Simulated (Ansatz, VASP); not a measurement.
This is a calculation of TePb for VASP 6.6.1.

File INCAR:

```
SYSTEM = TePb
PREC     = Accurate       ! precision mode
ENCUT    = 520            ! plane-wave cutoff, eV
EDIFF    = 1E-6           ! SCF threshold, eV
ISMEAR   = 0              ! smearing method
SIGMA    = 0.012          ! smearing width, eV
LREAL    = .FALSE.        ! projectors in reciprocal space
LASPH    = .TRUE.         ! aspherical terms in the spheres
NELM     = 100            ! most SCF steps
ALGO     = Normal         ! electronic algorithm
ISIF     = 2              ! what is computed and relaxed
LWAVE    = .FALSE.        ! write WAVECAR
LCHARG   = .FALSE.        ! write CHGCAR
GGA      = PE             ! functional
NBANDS   = 17             ! bands
```

File KPOINTS:

```
regular mesh
0
G
  7 7 7
  0 0 0
```

The input POSCAR:

```
TePb
1.0
    0.0000000000      3.2310000000      3.2310000000
    3.2310000000      0.0000000000      3.2310000000
    3.2310000000      3.2310000000      0.0000000000
Pb Te
1 1
Direct
    0.0000000000      0.0000000000      0.0000000000
    0.5000000000      0.5000000000      0.5000000000
```

Potentials or basis: VASP PAW PBE potentials, release 64 (Pb_d, Te).

Run with:

```console
$ cat potpaw_PBE.64/Pb_d/POTCAR potpaw_PBE.64/Te/POTCAR > POTCAR
$ mpirun -np 1 vasp_std > vasp.out
```

Translate it to Ansatz 0.2.0. Potentials there: Ansatz PAW.

As run (the cutoff follows the program's own potentials):

input.yaml

```yaml
crystal:
  lattice:
    - [0.0, 3.231, 3.231]
    - [3.231, 0.0, 3.231]
    - [3.231, 3.231, 0.0]
  atoms:
    - { symbol: Pb, position: [0.0, 0.0, 0.0] }
    - { symbol: Te, position: [0.5, 0.5, 0.5] }
hamiltonian:
  xc: pbe
  pseudopotentials: { kind: paw }
kpoints:
  mp_grid: { grid: [7, 7, 7] }
scf:
  occupations: { method: gaussian, width: 0.012 }
output:
  forces: true
  stress: true
  eigenvalues: true
```

Potentials or basis: Ansatz PAW.

Run with:

```bash
$ ansatz run input.yaml --threads 2 --pin off --max-ram 5632MiB --backend cpu --events-out ev --progress --plain --runs-dir out
```

Both were run:

|  | VASP | Ansatz | Ansatz less VASP |
| --- | --- | --- | --- |
| gap on the k mesh at the Fermi level (eV) | 1.01 | 1.01 | -0.003 |
| least direct gap on the mesh (eV) | 1.01 | 1.01 | -0.003 |
| pressure (GPa) | 2.1 | 2.1 | +0.06 |

With one functional, cell and mesh, what is left measures potentials, basis and numerics. The two sets of potentials don't hold the same shells in valence.

Spin-orbit coupling is left out, which matters for the levels of Pb, Te.
